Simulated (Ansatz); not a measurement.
# Is this GdN structure stable?

It was reached by relaxing an invented guess, and it needn't be the stable form of this composition.

All numbers below come from DFT PBE, scalar-relativistic, plane waves, PAW (Ansatz 0.2.0). Settings of the last relaxation (4-atom cell): 420 eV, 12×12×6 k points, Gaussian smearing of 0.02 eV, collinear spin.

```
Gd N
1.0
     4.08165    0.00000    0.00000
    -2.04082    3.53481    0.00000
     0.00000    0.00000    5.01541
Gd N
2 2
Direct
  0.66667 0.33333 0.25000
  0.33333 0.66667 0.75000
  0.66667 0.33333 0.75000
  0.33333 0.66667 0.25000
```

Energies over the elements count from the elements' standard structures at the same level (N₂ as a molecule), with no fitted energy shifts.

**Question.** These tests were run: energy against the elements; phonons on a 2×2×1 q mesh. What do they show?

**Answer.**

```csv
test,result
energy against the elements,−1.477 eV/atom
phonons on a 2×2×1 q mesh,imaginary modes down to 103i cm⁻¹
```

It fails one test: phonons on a 2×2×1 q mesh. So it isn't even a local minimum.

The 4f shell of Gd is treated without a Hubbard U, which places its levels poorly. The magnetic state reached may not be the lowest. The run for the phonons used a 12×12×6 k mesh. The cell carries site moments Gd 6.8, -6.8 μB.
